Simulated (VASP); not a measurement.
# AlN (P6_3mc) in VASP: band structure with PBE

Aim: the band structure of AlN with PBE.

All numbers are computed with VASP 6.6.1; they aren't measurements. Logs are shortened: lines on timing, memory, paths and dates and some standing lists are left out, and cuts for length are marked.

**Measured values to compare with.**

From “Self-assembly of well-separated AlN nanowires directly on sputtered metallic TiN films”, 2019, arxiv:1910.07391, for a bulk crystal of AlN at 10 K: band gap 6.034 eV (an exciton energy, a little under the gap).

The results are compared with them further down.

## (1) The structure

It takes space group P6_3mc (No. 186, hexagonal). Conventional cell: a = 3.129 Å, b = 3.129 Å, c = 5.016 Å, α = 90.00°, β = 90.00°, γ = 120.00°. Al (site symmetry 3m) has 4 N at 1.90 to 1.91 Å as nearest neighbours. Around N (site symmetry 3m) lie 4 Al at 1.90 to 1.91 Å.

## (2) Band structure, PBE

INCAR reads:

```
ALGO = Normal
EDIFF = 1E-7
ENCUT = 520
GGA = PE
ISIF = 2
ISMEAR = 0
LASPH = T
LCHARG = F
LREAL = F
LWAVE = F
NELM = 60
PREC = Accurate
SIGMA = 0.02
```

KPOINTS reads:

```
k-points
0
Gamma
  12 12 6
```

POSCAR reads:

```
AlN                                     
1.0
    3.1285727006      0.0000000000      0.0000000000
   -1.5642863503      2.7094234343      0.0000000000
    0.0000000000      0.0000000000      5.0164566754
  Al              N             
     2     2
Direct
     0.3333333300000021    0.6666666699999979    0.9992574420239819
     0.6666666699999979    0.3333333300000021    0.4992574420239819
     0.3333333300000021    0.6666666699999979    0.3807425579760206
     0.6666666699999979    0.3333333300000021    0.8807425579760206
```

KPOINTS_OPT reads:

```
path GMKGALHA,LM,KH
10
line-mode
reciprocal
 0.0000000000  0.0000000000  0.0000000000  G
 0.5000000000  0.0000000000  0.0000000000  M

 0.5000000000  0.0000000000  0.0000000000  M
 0.3333333333  0.3333333333  0.0000000000  K

 0.3333333333  0.3333333333  0.0000000000  K
 0.0000000000  0.0000000000  0.0000000000  G

 0.0000000000  0.0000000000  0.0000000000  G
 0.0000000000  0.0000000000  0.5000000000  A

 0.0000000000  0.0000000000  0.5000000000  A
 0.5000000000  0.0000000000  0.5000000000  L

 0.5000000000  0.0000000000  0.5000000000  L
 0.3333333333  0.3333333333  0.5000000000  H

 0.3333333333  0.3333333333  0.5000000000  H
 0.0000000000  0.0000000000  0.5000000000  A

 0.5000000000  0.0000000000  0.5000000000  L
 0.5000000000  0.0000000000  0.0000000000  M

 0.3333333333  0.3333333333  0.0000000000  K
 0.3333333333  0.3333333333  0.5000000000  H
```

Potentials or basis: VASP PAW PBE potentials, release 64 (Al, N).

Command:

```console
> cat potpaw_PBE.64/Al/POTCAR potpaw_PBE.64/N/POTCAR > POTCAR
> mpirun -np 1 vasp_std > vasp.out
```

OUTCAR:

```text
EDIFF = 1E-7
   ENCUT = 520
   GGA = PE
   ISIF = 2
   ISMEAR = 0
   LASPH = T
   LREAL = F
   NELM = 60
   PREC = Accurate

 ion  position               nearest neighbor table
   1  0.333  0.667  0.999-   4 1.90   4 1.90   4 1.90   3 1.91   2 3.09   2 3.09   2 3.09   2 3.09
                             2 3.09   2 3.09
   2  0.667  0.333  0.499-   3 1.90   3 1.90   3 1.90   4 1.91   1 3.09   1 3.09   1 3.09   1 3.09
                             1 3.09   1 3.09
   3  0.333  0.667  0.381-   2 1.90   2 1.90   2 1.90   1 1.91
   4  0.667  0.333  0.881-   1 1.90   1 1.90   1 1.90   2 1.91

  LATTYP: Found a hexagonal cell.
 ALAT       =     3.1285727006
 C/A-ratio  =     1.6034329886

  Lattice vectors:

 A1 = (   3.1285727006,   0.0000000000,   0.0000000000)
 A2 = (  -1.5642863503,   2.7094234343,   0.0000000000)
 A3 = (   0.0000000000,   0.0000000000,   5.0164566754)

Analysis of symmetry for initial positions (statically):
=====================================================================
 Subroutine PRICEL returns:
 Original cell was already a primitive cell.

 Routine SETGRP: Setting up the symmetry group for a
 hexagonal supercell.

 Subroutine GETGRP returns: Found 12 space group operations
 (whereof  6 operations were pure point group operations)
 out of a pool of 24 trial point group operations.

The static configuration has the point symmetry C_3v.
 The point group associated with its full space group is C_6v.

Analysis of symmetry for dynamics (positions and initial velocities):
=====================================================================
 Subroutine PRICEL returns:
 Original cell was already a primitive cell.

 Routine SETGRP: Setting up the symmetry group for a
 hexagonal supercell.

 Subroutine GETGRP returns: Found 12 space group operations
 (whereof  6 operations were pure point group operations)
 out of a pool of 24 trial point group operations.

The dynamic configuration has the point symmetry C_3v.
 The point group associated with its full space group is C_6v.

 Subroutine INISYM returns: Found 12 space group operations
 (whereof  6 operations are pure point group operations),
 and found     1 'primitive' translations

----------------------------------------------------------------------------------------

                                     Primitive cell

  volume of cell :      42.5226

  direct lattice vectors                    reciprocal lattice vectors
     3.128572701  0.000000000  0.000000000     0.319634573  0.184541107  0.000000000
    -1.564286350  2.709423434  0.000000000     0.000000000  0.369082214  0.000000000
     0.000000000  0.000000000  5.016456675     0.000000000  0.000000000  0.199343892

  length of vectors
     3.128572701  3.128572699  5.016456675     0.369082214  0.369082214  0.199343892

  position of ions in fractional coordinates (direct lattice)
     0.333333330  0.666666670  0.999257442
     0.666666670  0.333333330  0.499257442
     0.333333330  0.666666670  0.380742558
     0.666666670  0.333333330  0.880742558

  ion indices of the primitive-cell ions
   primitive index   ion index
                 1           1
                 2           2
                 3           3
                 4           4

----------------------------------------------------------------------------------------

 KPOINTS: k-points

Automatic generation of k-mesh.
 Grid dimensions read from file:
 generate k-points for:   12   12    6

 Generating k-lattice:

  Cartesian coordinates                     Fractional coordinates (reciprocal lattice)
     0.026636214  0.015378426  0.000000000     0.083333333 -0.000000000  0.000000000
     0.000000000  0.030756851  0.000000000     0.000000000  0.083333333  0.000000000
     0.000000000  0.000000000  0.033223982     0.000000000  0.000000000  0.166666667

  Length of vectors
     0.030756851  0.030756851  0.033223982

  Shift w.r.t. Gamma in fractional coordinates (k-lattice)
     0.000000000  0.000000000  0.000000000

 Subroutine IBZKPT returns following result:
 ===========================================

 Found     76 irreducible k-points:

 Following reciprocal coordinates:
            Coordinates               Weight
  0.000000  0.000000  0.000000      1.000000
  0.083333 -0.000000  0.000000      6.000000
  0.166667 -0.000000  0.000000      6.000000
  0.250000 -0.000000  0.000000      6.000000
  0.333333  0.000000  0.000000      6.000000
  0.416667  0.000000  0.000000      6.000000
[... 16 lines left out ...]
  0.250000 -0.000000  0.166667     12.000000
  0.333333  0.000000  0.166667     12.000000
 [... further k-points ...]
   k-points           NKPTS =     76   k-points in BZ     NKDIM =     76   number of bands    NBANDS=     12
   number of dos      NEDOS =    301   number of ions     NIONS =      4
   total plane-waves  NPLWV =  23040
   dimension x,y,z NGX =    24 NGY =   24 NGZ =   40
   dimension x,y,z NGXF=    48 NGYF=   48 NGZF=   80
   ions per type =               2   2
   NGX,Y,Z   is equivalent  to a cutoff of  12.75, 12.75, 13.26 a.u.
   NGXF,Y,Z  is equivalent  to a cutoff of  25.51, 25.51, 26.51 a.u.
 SYSTEM =  unknown system
   PREC   = accura    normal or accurate (medium, high low for compatibility)
   ISTART =      0    job   : 0-new  1-cont  2-samecut
   ICHARG =      2    charge: 1-file 2-atom 10-const
   ISPIN  =      1    spin polarized calculation?
   LNONCOLLINEAR =      F non collinear calculations
   LSORBIT =      F    spin-orbit coupling
   LASPH  =      T    aspherical Exc in radial PAW
   ENCUT  =  520.0 eV  38.22 Ry    6.18 a.u.   5.82  5.82  9.33*2*pi/ulx,y,z
   NELM   =     60;   NELMIN=  2; NELMDL= -5     # of ELM steps
   EDIFF  = 0.1E-06   stopping-criterion for ELM
   LREAL  =      F    real-space projection
   EDIFFG = 0.1E-05   stopping-criterion for IOM
   NSW    =      0    number of steps for IOM
   IBRION =     -1    ionic relax: 0-MD 1-quasi-New 2-CG
   NFREE  =      0    steps in history (QN), initial steepest desc. (CG)
   ISIF   =      2    stress and relaxation
   ISYM   =      2    0-nonsym 1-usesym 2-fastsym
   POTIM  = 0.5000    time-step for ionic-motion
   TEBEG  =    0.0;   TEEND  =   0.0 temperature during run
   PSTRESS=    0.0 pullay stress
   NELECT =      16.0000    total number of electrons
   NUPDOWN=      -1.0000    fix difference up-down
   EMIN   =  10.00;   EMAX   =-10.00  energy-range for DOS
   EFERMI =   0.00;   METHOD = LEGACY
   ISMEAR =     0;   SIGMA  =   0.02  broadening in eV -4-tet -1-fermi 0-gaus
   EFERMI_NEDOS =   21; number of points for ismear=-14 and -15
   IALGO  =     38    algorithm
   IMIX   =      4    mixing-type and parameters
     AMIX     =   0.40;   BMIX     =  1.00
     AMIX_MAG =   1.60;   BMIX_MAG =  1.00
  volume/ion in A,a.u.               =      10.63        71.74
  Fermi-wavevector in a.u.,A,eV,Ry     =   1.181884  2.233436 19.005287  1.396849
  Thomas-Fermi vector in A             =   2.318149
   LORBIT       =      0    0 simple, 1 ext, 2 COOP (PROOUT), +10 PAW based schemes
   GGA     = PE    functional components
   LHFCALC =     F    Hartree Fock is set to
   AEXX    =    0.0000 exact exchange contribution
   IVDW    =     0    specifies the selected vdW correction
   LEPSILON=     F    determine dielectric tensor
   LRPA    =     F    only Hartree local field effects (RPA)
 non-spin polarized calculation
 Gauss-broadening in eV      SIGMA  =   0.02
  energy-cutoff  :      520.00
  volume of cell :       42.52
 maximum number of plane-waves:      1170
 NGX is ok and might be reduce to    24
   NGX = 11   NGY = 11   NGZ = 19

 number of electron      15.9999998 magnetization

 Free energy of the ion-electron system (eV)
  ---------------------------------------------------
  ext. energy  EPLUGINS =         0.00000000
  ---------------------------------------------------
  free energy    TOTEN  =       -29.78053350 eV

  energy without entropy =      -29.78053350  energy(sigma->0) =      -29.78053350

 E-fermi :   6.0772     XC(G=0): -10.8329

 val. band max:        5.9757876165   @ k =   0.0000   0.0000   0.0000
 cond. band min:      10.0320381889   @ k =   0.0000   0.0000   0.0000
 fundamental gap:      4.0562505725
 Fermi energy:         6.0772327310

 k-point     1 :       0.0000    0.0000    0.0000
  band No.  band energies     occupation
      1      -9.0983      2.00000
      2      -7.0122      2.00000
      3       0.0648      2.00000
      4       5.1326      2.00000
      5       5.1326      2.00000
      6       5.7749      2.00000
      7       5.7749      2.00000
      8       5.9758      2.00000
      9      10.0320      0.00000
     10      12.4991      0.00000
     11      16.4428      0.00000
     12      17.0157      0.00000

 k-point     2 :       0.0833   -0.0000    0.0000
  band No.  band energies     occupation
      1      -9.0115      2.00000
      2      -6.9630      2.00000
      3       0.1688      2.00000
      4       4.7237      2.00000
      5       5.0177      2.00000
      6       5.3597      2.00000
      7       5.7610      2.00000
      8       5.9382      2.00000
      9      10.4539      0.00000
     10      12.8669      0.00000
     11      16.0892      0.00000
     12      16.4213      0.00000

 k-point     3 :       0.1667   -0.0000    0.0000
  band No.  band energies     occupation
      1      -8.7587      2.00000
      2      -6.8286      2.00000
      3       0.4753      2.00000
      4       3.7277      2.00000
      5       4.4876      2.00000
      6       4.7472      2.00000
      7       5.6930      2.00000
      8       5.8061      2.00000
      9      11.3143      0.00000
     10      13.5636      0.00000
     11      15.0758      0.00000
     12      15.6403      0.00000
[... 286 lines left out ...]
 k-point    23 :       0.2500   -0.0000    0.1667
  band No.  band energies     occupation
      1      -8.2737      2.00000
      2      -6.7993      2.00000
      3       1.1062      2.00000
      4       2.7267      2.00000
      5       3.3618      2.00000
      6       4.5012      2.00000
      7       5.4802      2.00000
      8       5.4802      2.00000
      9      11.9336      0.00000
     10      13.4291      0.00000
     11      14.2053      0.00000
     12      15.8833      0.00000

 k-point    24 :       0.3333    0.0000    0.1667
  band No.  band energies     occupation
      1      -7.8043      2.00000
      2      -6.6105      2.00000
      3       1.1323      2.00000
      4       2.0799      2.00000
      5       2.6817      2.00000
      6       4.2367      2.00000
      7       5.1966      2.00000
      8       5.3312      2.00000
      9      11.7609      0.00000
     10      12.5780      0.00000
     11      14.3309      0.00000
     12      16.0180      0.00000

 [... further k-points ...]

------------------------ aborting loop because EDIFF is reached ----------------------------------------

  FORCE on cell =-STRESS in cart. coord.  units (eV):
  Direction    XX          YY          ZZ          XY          YZ          ZX
  --------------------------------------------------------------------------------------
  -------------------------------------------------------------------------------------
  Total        0.0012934      0.0012934     -0.0004894      0.0000000      0.0000000      0.0000000
  in kB        0.0487335      0.0487335     -0.0184391      0.0000000      0.0000000      0.0000000
  external PRESSURE =       0.0263426 kB  Pullay stress =       0.0000000 kB

 VOLUME and BASIS-vectors are now :
 -----------------------------------------------------------------------------
  energy-cutoff  :      520.00
  volume of cell :       42.52
      direct lattice vectors                 reciprocal lattice vectors
     3.128572701  0.000000000  0.000000000     0.319634573  0.184541107  0.000000000
    -1.564286350  2.709423434  0.000000000     0.000000000  0.369082214  0.000000000
     0.000000000  0.000000000  5.016456675     0.000000000  0.000000000  0.199343892

 POSITION                                       TOTAL-FORCE (eV/Angst)
 -----------------------------------------------------------------------------------
     -0.00000      1.80628      5.01273        -0.000000      0.000000     -0.000734
      1.56429      0.90314      2.50450         0.000000      0.000000     -0.000734
     -0.00000      1.80628      1.90998        -0.000000      0.000000      0.000734
      1.56429      0.90314      4.41821         0.000000     -0.000000      0.000734
 -----------------------------------------------------------------------------------
    total drift:                               -0.000009      0.000005      0.000552

  FREE ENERGIE OF THE ION-ELECTRON SYSTEM (eV)
  ---------------------------------------------------
  free  energy   TOTEN  =       -29.7805334972 eV

  energy  without entropy=      -29.7805334972  energy(sigma->0) =      -29.78053350
```

Wall time 55 s (1 thread of Intel Xeon Platinum 8488C (Sapphire Rapids), shared host); peak memory 0.19 GiB.

What came out:

```yaml
Free_energy: -29.7805 eV
Pressure: 0.0 GPa
Band_gap_on_the_k_mesh: 4.06 eV, direct
Band_gap_along_the_path: 4.06 eV, direct
```

Levels at the corners of the path, in eV from the valence-band top:
```tsv
point	band 5	band 6	band 7	band 8	band 9	band 10	band 11	band 12
Γ	-0.84	-0.20	-0.20	0.00	4.06	6.52	10.47	11.04
M	-3.30	-2.05	-1.74	-0.68	5.76	5.77	8.04	10.15
M	-3.30	-2.05	-1.74	-0.68	5.76	5.77	8.04	10.15
K	-3.76	-2.41	-2.35	-2.35	5.05	8.28	9.56	9.56
K	-3.76	-2.41	-2.35	-2.35	5.05	8.28	9.56	9.56
Γ	-0.84	-0.20	-0.20	0.00	4.06	6.52	10.47	11.04
Γ	-0.84	-0.20	-0.20	0.00	4.06	6.52	10.47	11.04
A	-0.53	-0.53	-0.53	-0.53	6.32	6.32	10.18	10.18
A	-0.53	-0.53	-0.53	-0.53	6.32	6.32	10.18	10.18
L	-1.44	-1.44	-1.35	-1.35	5.25	5.25	9.15	9.15
L	-1.44	-1.44	-1.35	-1.35	5.25	5.25	9.15	9.15
H	-3.79	-3.79	-0.79	-0.79	7.36	7.36	7.72	7.72
H	-3.79	-3.79	-0.79	-0.79	7.36	7.36	7.72	7.72
A	-0.53	-0.53	-0.53	-0.53	6.32	6.32	10.18	10.18
L	-1.44	-1.44	-1.35	-1.35	5.25	5.25	9.15	9.15
M	-3.30	-2.05	-1.74	-0.68	5.76	5.77	8.04	10.15
K	-3.76	-2.41	-2.35	-2.35	5.05	8.28	9.56	9.56
H	-3.79	-3.79	-0.79	-0.79	7.36	7.36	7.72	7.72
```

## (3) Against experiment

Step 2. Against the measured gap of AlN, 6.034 eV (an exciton energy, a little under the gap; 10 K; quoted in “Self-assembly of well-separated AlN nanowires directly on sputtered metallic TiN films”, 2019, arxiv:1910.07391), the calculated 4.06 eV is off by -1.98 eV. 2 values of this kind are on record (6.034 to 6.0343 eV); this one was drawn at random. The value is that of PBE, without temperature or zero-point motion. Semilocal functionals fall short of measured gaps as a rule.
